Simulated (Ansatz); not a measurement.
The system is Cd.

```
Cd
1.0
     2.97887    0.00000    0.00000
    -1.48944    2.57978    0.00000
     0.00000    0.00000    5.61765
Cd
2
Direct
  0.66667 0.33333 0.75000
  0.33333 0.66667 0.25000
```

| Quantity | Value |
| --- | --- |
| Program | Ansatz 0.2.0 |
| Task | single point |
| Functional | PBE |
| Potentials or basis | Ansatz PAW |
| Cutoff | 420 eV (not typed: the program's choice for these potentials) |
| k mesh | 10 × 10 × 5 |
| Occupations | fermi-dirac, width 0.05 eV |
| Spin | no spin polarisation |

On this cell: pressure 2.9 GPa; largest force under 0.003 eV/Å; band gap on the k mesh none (metal or under the smearing width).

The same run follows on a disturbed copy (atoms moved at random, drawn with an rms of 0.05 Å):

```
Cd
1.0
     2.97887    0.00000    0.00000
    -1.48944    2.57978    0.00000
     0.00000    0.00000    5.61765
Cd
2
Direct
  0.65588 0.32948 0.76127
  0.31215 0.68112 0.25800
```

Problem. What does the disturbed cell give?

Solution. The energy (extrapolated to zero smearing) moves by +0.6 meV/atom; pressure 2.9 GPa; largest force 0.040 eV/Å; band gap on the k mesh none (metal or under the smearing width).

Forces on the atoms (eV/Å):
```
Cd  -0.017  0.014 -0.034
Cd   0.017 -0.014  0.034
```

Stress tensor (GPa, compression positive):
```
 3.52 -0.07  0.01
-0.07  3.41 -0.01
 0.01 -0.01  1.72
```
